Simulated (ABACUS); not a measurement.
# Ir: equation of state with PBEsol

Ir:

```
Ir
1.0
     0.00000    1.91560    1.91560
     1.91560    0.00000    1.91560
     1.91560    1.91560    0.00000
Ir
1
Direct
  0.00000 0.00000 0.00000
```

```yaml
Program: ABACUS 3.10.1
Task: equation of state
Functional: PBEsol
Potentials_or_basis: SG15 ONCV 1.2 PBE
Cutoff: 925 eV
Density_cutoff: 3701 eV
Basis: plane waves
k_mesh: 10 × 10 × 10
Occupations: fermi-dirac, width 0.05 eV
Spin: no spin polarisation
```

```json
{"Equilibrium volume": "14.07 Å³/atom", "Bulk modulus": "389 GPa", "Pressure derivative of the bulk modulus": "5.0 (rough: it moves with the points fitted)"}
```

Energy against volume, from the lowest point:
```tsv
volume (Å³/atom)	energy (meV/atom)
13.215	64.76
13.778	1.35
14.340	0.00
14.902	47.42
```

All runs of the series together: 11 s on 4 threads of Intel(R) Xeon(R) Platinum 8488C (Sapphire Rapids) (shared host).

Caveat: the potentials were made for another functional, which shifts forces and pressure. Spin-orbit coupling is left out, which matters for the levels of Ir.
